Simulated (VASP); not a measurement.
# PbS (Galena): band structure with PBEsol

Crystal: PbS (Galena).

```
CELL_PARAMETERS angstrom
0.00000 2.96575 2.96575
2.96575 0.00000 2.96575
2.96575 2.96575 0.00000
ATOMIC_POSITIONS crystal
Pb 0.00000 0.00000 0.00000
S 0.50000 0.50000 0.50000
```

* Program: VASP 6.6.1
* Task: band structure
* Functional: PBEsol
* Potentials or basis: VASP PAW PBE potentials, release 64 (Pb_d, S)
* Cutoff: 520 eV
* k mesh: 8 × 8 × 8
* Occupations: fermi-dirac, width 0.05 eV
* Spin: no spin polarisation
* Further INCAR settings: ALGO = Normal; EDIFF = 1e-06

```yaml
Band_gap_on_the_k_mesh: 0.25 eV, direct
Band_gap_along_the_path: 0.25 eV, direct
```

Levels at the corners of the path, in eV from the valence-band top:
| point | band 6 | band 7 | band 8 | band 9 | band 10 | band 11 | band 12 | band 13 | band 14 |
| --- | --- | --- | --- | --- | --- | --- | --- | --- | --- |
| Γ | -13.60 | -6.06 | -2.17 | -2.17 | -2.17 | 5.16 | 5.16 | 5.16 | 6.65 |
| X | -11.89 | -7.24 | -5.25 | -3.46 | -3.46 | 3.72 | 5.53 | 5.64 | 5.64 |
| X | -11.89 | -7.24 | -5.25 | -3.46 | -3.46 | 3.72 | 5.53 | 5.64 | 5.64 |
| W | -11.85 | -7.99 | -4.47 | -4.47 | -1.02 | 2.12 | 4.60 | 4.60 | 8.09 |
| W | -11.85 | -7.99 | -4.47 | -4.47 | -1.02 | 2.12 | 4.60 | 4.60 | 8.09 |
| K | -11.90 | -8.03 | -4.83 | -2.96 | -2.51 | 3.26 | 4.09 | 5.00 | 6.12 |
| K | -11.90 | -8.03 | -4.83 | -2.96 | -2.51 | 3.26 | 4.09 | 5.00 | 6.12 |
| Γ | -13.60 | -6.06 | -2.17 | -2.17 | -2.17 | 5.16 | 5.16 | 5.16 | 6.65 |
| Γ | -13.60 | -6.06 | -2.17 | -2.17 | -2.17 | 5.16 | 5.16 | 5.16 | 6.65 |
| L | -12.33 | -8.90 | -1.77 | -1.77 | 0.00 | 0.25 | 1.90 | 1.90 | 8.49 |
| L | -12.33 | -8.90 | -1.77 | -1.77 | 0.00 | 0.25 | 1.90 | 1.90 | 8.49 |
| U | -11.90 | -8.03 | -4.83 | -2.96 | -2.51 | 3.26 | 4.09 | 5.00 | 6.12 |
| U | -11.90 | -8.03 | -4.83 | -2.96 | -2.51 | 3.26 | 4.09 | 5.00 | 6.12 |
| W | -11.85 | -7.99 | -4.47 | -4.47 | -1.02 | 2.12 | 4.60 | 4.60 | 8.09 |
| W | -11.85 | -7.99 | -4.47 | -4.47 | -1.02 | 2.12 | 4.60 | 4.60 | 8.09 |
| L | -12.33 | -8.90 | -1.77 | -1.77 | 0.00 | 0.25 | 1.90 | 1.90 | 8.49 |
| L | -12.33 | -8.90 | -1.77 | -1.77 | 0.00 | 0.25 | 1.90 | 1.90 | 8.49 |
| K | -11.90 | -8.03 | -4.83 | -2.96 | -2.51 | 3.26 | 4.09 | 5.00 | 6.12 |
| U | -11.90 | -8.03 | -4.83 | -2.96 | -2.51 | 3.26 | 4.09 | 5.00 | 6.12 |
| X | -11.89 | -7.24 | -5.25 | -3.46 | -3.46 | 3.72 | 5.53 | 5.64 | 5.64 |

Run time: 42 s on 1 thread of Intel(R) Xeon(R) Platinum 8488C (Sapphire Rapids), on a shared host, peak memory 0.21 GiB.

Caveat: the log is that of the step along the path at fixed density, whose energy, stress, charges and moments have no meaning; spin-orbit coupling is left out, which as a rule narrows the gap of such compounds by several tenths of an eV.
